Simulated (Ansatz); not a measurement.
Runs of Ansatz 0.2.0 on BN. Symmetry: F-43m, No. 216, cubic system. The conventional cell has a = 3.626 Å, b = 3.626 Å, c = 3.626 Å, α = 90.00°, β = 90.00°, γ = 90.00°. Around N (site symmetry -43m) lie 4 B at 1.57 Å. Around B (site symmetry -43m) lie 4 N at 1.57 Å. The cell is a database's computed one.

```tsv
level	cutoff (eV)	gap on the mesh (eV)	pressure (GPa)	relaxed volume (Å³/atom)
BLYP	420	(c)	0.0	6.06
RPBE	420	(b)	0.0	6.05
PBE	420	4.54	0.0	5.95
revPBE	420	4.54	0.0	6.02
r2SCAN	500	5.08	0.0	(a)
```

Alike in all rows: task relaxation of cell and atoms; potentials or basis Ansatz PAW; no spin polarisation; cell relaxed; k mesh 13 × 13 × 13; smearing fermi-dirac 0.05 eV.

Estimate the missing entries.

(a) 5.88; (b) 4.55; (c) 4.91.

Caveats: odd divisions of the mesh miss points on the zone boundary, where band edges often lie, so the gap on the mesh can be too wide; the plane-wave basis is chosen anew once the cell has moved, so the energies of steps on either side of that aren't comparable; the PAW data sets come from PBE, with cores solved anew for the run's functional, which leaves a small shift of forces and pressure (some runs).

A k mesh can miss the band edges.
